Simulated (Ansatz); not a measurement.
# ZrO2: the cost of one run

Method: DFT PBE, scalar-relativistic, plane waves, PAW, in Ansatz 0.2.0.

3 further runs of the same task are left out: 3 set aside as unsound or not needed.

### 1 Starting point

The structure is tetragonal, space group P4_2/nmc (No. 137). Conventional cell: a = 3.621 Å, b = 3.621 Å, c = 5.283 Å, α = 90.00°, β = 90.00°, γ = 90.00°. Zr (site symmetry -4m2) is surrounded by 4 O at 2.08 Å. O (site symmetry 2mm) is surrounded by 2 Zr at 2.08 Å.

Coordinates:

```cif
data_structure
_symmetry_space_group_name_H-M 'P4_2/nmc:1'
_symmetry_Int_Tables_number 137
_cell_length_a 3.6210
_cell_length_b 3.6210
_cell_length_c 5.2828
_cell_angle_alpha 90.000
_cell_angle_beta 90.000
_cell_angle_gamma 90.000
_cell_volume 69.27
loop_
_atom_site_label
_atom_site_type_symbol
_atom_site_symmetry_multiplicity
_atom_site_Wyckoff_symbol
_atom_site_fract_x
_atom_site_fract_y
_atom_site_fract_z
_atom_site_occupancy
Zr1 Zr 2 a 0.00000 0.00000 0.00000 1
O1 O 4 d 0.00000 0.50000 0.19278 1
```

It is the result of an earlier relaxation at this level (volume 11.54 Å³/atom; gap on the mesh: 4.06 eV).

### 2 Linear response at Γ

Contents of input.yaml:

```yaml
crystal:
  lattice:
    - [3.6210341396, 0.0, 0.0]
    - [0.0, 3.6210341396, 0.0]
    - [0.0, 0.0, 5.282818218]
  atoms:
    - { symbol: Zr, position: [0.0, 0.0, 0.0] }
    - { symbol: Zr, position: [0.5, 0.5, 0.5] }
    - { symbol: O, position: [0.0, 0.5, 0.1927796151] }
    - { symbol: O, position: [0.0, 0.5, 0.6927796151] }
    - { symbol: O, position: [0.5, 0.0, 0.3072203849] }
    - { symbol: O, position: [0.5, 0.0, 0.8072203849] }
basis:
  ecutwfc: 420
kpoints:
  mp_grid: { grid: [6, 6, 6] }
hamiltonian:
  xc: pbe
scf:
  occupations: { method: fixed }
output:
  eigenvalues: true
phonons:
  method: dfpt
  dielectric: true
  rigid_motions: translations
  raman: true
  eigenvectors: true
```

The run is started by

```bash
ansatz run input.yaml --threads 2 --pin off --max-ram 5120MiB --backend cpu --events-out ev --progress --plain --runs-dir out
```

Q: Estimate wall time and peak memory on 2 threads of Arm Neoverse V2, shared host.

About 5.6 min, with a peak of 1.3 GiB.
